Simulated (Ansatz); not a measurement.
Computed with DFT PBE, scalar-relativistic, plane waves, PAW in Ansatz. All cells share a 420 eV cutoff and Γ-centred k meshes spaced at most about 0.3 Å⁻¹ (about 0.25 or finer for metals, 2π included). Spin is collinear.

All energies are static (0 K, no zero-point motion).

**Question.** Order these relaxed structures of AlCo4 by energy, lowest first, with the energy over the lowest of them.
A.
(parallel moments up to 1.5 μB)
```cif
data_structure
_symmetry_space_group_name_H-M 'I4/mmm'
_symmetry_Int_Tables_number 139
_cell_length_a 5.8529
_cell_length_b 5.8529
_cell_length_c 4.2049
_cell_angle_alpha 90.000
_cell_angle_beta 90.000
_cell_angle_gamma 90.000
_cell_volume 144.05
loop_
_atom_site_label
_atom_site_type_symbol
_atom_site_symmetry_multiplicity
_atom_site_Wyckoff_symbol
_atom_site_fract_x
_atom_site_fract_y
_atom_site_fract_z
_atom_site_occupancy
Al1 Al 2 a 0.00000 0.00000 0.00000 1
Co1 Co 8 h 0.68988 0.68988 0.00000 1
```

B.
(parallel moments up to 1.6 μB)
```cif
data_structure
_symmetry_space_group_name_H-M 'R-3m:H'
_symmetry_Int_Tables_number 166
_cell_length_a 2.5753
_cell_length_b 2.5753
_cell_length_c 30.0361
_cell_angle_alpha 90.000
_cell_angle_beta 90.000
_cell_angle_gamma 120.000
_cell_volume 172.52
loop_
_atom_site_label
_atom_site_type_symbol
_atom_site_symmetry_multiplicity
_atom_site_Wyckoff_symbol
_atom_site_fract_x
_atom_site_fract_y
_atom_site_fract_z
_atom_site_occupancy
Al1 Al 3 a 0.00000 0.00000 0.00000 1
Co1 Co 6 c 0.33333 0.66667 0.26527 1
Co2 Co 6 c 0.00000 0.00000 0.20022 1
```

C.
(parallel moments up to 1.6 μB)
```cif
data_structure
_symmetry_space_group_name_H-M 'Cmmm'
_symmetry_Int_Tables_number 65
_cell_length_a 4.6964
_cell_length_b 6.9581
_cell_length_c 4.0055
_cell_angle_alpha 90.000
_cell_angle_beta 90.000
_cell_angle_gamma 90.000
_cell_volume 130.89
loop_
_atom_site_label
_atom_site_type_symbol
_atom_site_symmetry_multiplicity
_atom_site_Wyckoff_symbol
_atom_site_fract_x
_atom_site_fract_y
_atom_site_fract_z
_atom_site_occupancy
Al1 Al 2 b 0.50000 0.00000 0.00000 1
Co1 Co 4 i 0.50000 0.33463 0.00000 1
Co2 Co 4 h 0.24086 0.00000 0.50000 1
```

**Answer.** B (0 meV/atom), C (404 meV/atom), A (479 meV/atom). Forms: B R-3m; C Cmmm; A I4/mmm. Counting all near atoms (those within 1.25 times the shortest distance at each site; a plus sign parts nearer from farther groups; a slash parts the counts of unlike sites): B has Al 12, Co 12; C has Al 6+4, Co 8/2+8; A has Al 12, Co 4+3. Origin: A and C, invented; B, reached from a Materials Project cell.

The magnetic state reached may not be the lowest. Cells relaxed within their symmetry can be saddle points. Some structure types and database cells were kept out of the candidates from the start, so a known form may be missing.
